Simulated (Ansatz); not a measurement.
Wanted: the native input for an Ansatz 0.2.0 run.

```
Task                : single point
Functional          : PBE
Potentials or basis : all-electron LAPW, scalar-relativistic
Cutoff              : 283 eV (chosen from the basis error)
Basis error allowed : 0.001 eV/atom
k mesh              : 8 × 8 × 8
Occupations         : gaussian, width 0.029 eV
Spin                : no spin polarisation
```

Crystal: InAs.

```xyz
2
Lattice="0.0000 3.0180 3.0180 3.0180 0.0000 3.0180 3.0180 3.0180 0.0000" Properties=species:S:1:pos:R:3 pbc="T T T"
In    0.0000    0.0000    0.0000
As    4.5270    4.5270    4.5270
```

One way to write it, as run:

input.yaml

```yaml
crystal:
  lattice:
    - [0.0, 3.018, 3.018]
    - [3.018, 0.0, 3.018]
    - [3.018, 3.018, 0.0]
  atoms:
    - { symbol: In, position: [0.0, 0.0, 0.0] }
    - { symbol: As, position: [0.75, 0.75, 0.75] }
kpoints:
  mp_grid: { grid: [8, 8, 8] }
scf:
  occupations: { method: gaussian, width: 0.029 }
hamiltonian:
  xc: pbe
  pseudopotentials: { kind: all_electron, lapw: { basis_error: 0.001 } }
output:
  forces: true
  stress: true
  eigenvalues: true
```

Potentials or basis: all-electron LAPW, scalar-relativistic.

The run is started by

```console
$ ansatz run input.yaml --threads 1 --pin off --max-ram 3072MiB --backend cpu --events-out ev --progress --plain --runs-dir out
```

Results of the run:

```
Pressure               : 4.3 GPa
Band gap on the k mesh : none (metal or under the smearing width)
```

Caveat: this crystal is a semiconductor, whose small gap the functional closes, so the metal is an error of the method.

Run time: 24 s on 1 thread of Intel(R) Xeon(R) Processor @ 2.50GHz (Skylake/Cascade Lake) (shared host), peak memory 0.33 GiB.
